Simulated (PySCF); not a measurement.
Molecule: triethylamine (SMILES CCN(CC)CC).

Bonds (- single, = double, # triple, : aromatic): C1-C2, C2-N3, N3-C4, C4-C5, N3-C6, C6-C7. C1 carries H8, H9, H10; C2 carries H11, H12; C4 carries H13, H14; C5 carries H15, H16, H17; C6 carries H18, H19; C7 carries H20, H21, H22.

Geometry PBE0-D3(BJ)/def2-SVP throughout; GIAO in PySCF 2.14.0 with density-fitted response routines, gas phase, one conformer, non-relativistic; equivalent atoms averaged; basis pcSseg-1.

(1) How do the shifts δ (against TMS, NH3 at the same level) depend on the functional? (ppm; last column core-seconds on shared hosts with different chips, so compare them loosely; the GGAs took longer than the global hybrids here, which isn't the general rule, and the cause wasn't traced)

(2) Which nucleus moves most, in ppm?

Answers

(1) 
```
functional                    kind  C2/C4/C6  C1/C5/C7    N3  H11/H12/H13/H14/H18/H19  H8/H9/H10/H15/H16/H17/H20/H21/H22  core-s
        HF            Hartree–Fock      41.3      13.1  34.1                     2.12                               1.00      12
       PBE                     GGA      48.6      11.4  68.0                     2.65                               0.96      37
      BLYP                     GGA      49.8      12.2  73.0                     2.66                               0.99      36
      BP86                     GGA      48.8      11.8  65.7                     2.65                               0.97      37
      OPBE                     GGA      46.0      11.7  58.0                     2.60                               0.94      37
     B3LYP           global hybrid      47.9      12.3  63.5                     2.52                               0.98      29
      PBE0           global hybrid      46.4      11.8  56.6                     2.47                               0.95      29
 BHandHLYP           global hybrid      45.4      12.6  52.3                     2.34                               0.98      24
 CAM-B3LYP  range-separated hybrid      46.6      12.0  58.1                     2.44                               0.98      33
   LC-wPBE  range-separated hybrid      44.1      11.9  44.2                     2.32                               0.95      45
```

(2) N3 (amine nitrogen): from 34.1 ppm with HF to 73.0 ppm with BLYP. The smallest spread is 0.06 ppm, at H8/H9/H10/H15/H16/H17/H20/H21/H22. Proton shifts span only some 12 ppm, so a few tenths of a ppm matter as much there as several ppm in carbon.
